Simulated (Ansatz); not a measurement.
A distorted cell of NaBr (rock salt):

```
NaBr
1.0
    0.00000     6.03598     6.03598
    3.01799     3.01799     6.03598
    3.01799     3.01799     0.00000
Br Na
2 2
Cartesian
  0.00000   0.00000  -0.18667
  3.01799   6.03598   9.24064
  3.01799   9.05397   8.90379
  3.01799   6.03598   6.18616
```

These are PBE (plane waves to 420 eV, PAW, scalar-relativistic; Ansatz, a program for electronic structure) values and carry that method's errors. k mesh 10×10×10 (Γ-centred), Fermi-Dirac smearing 0.05 eV. Compression counts positive. NaBr was relaxed with its symmetry unable to fall.

Question: Predict the force on every atom, in eV/Å.

Answer: 
```tsv
atom	Fx	Fy	Fz
Br1	0.000	0.000	0.449
Br2	0.000	0.000	-0.449
Na3	0.000	0.000	0.108
Na4	0.000	0.000	-0.108
```

(For displaced atoms, the force is minus the slope of the energy, and its curvature is a force constant, which sets phonon frequencies.)
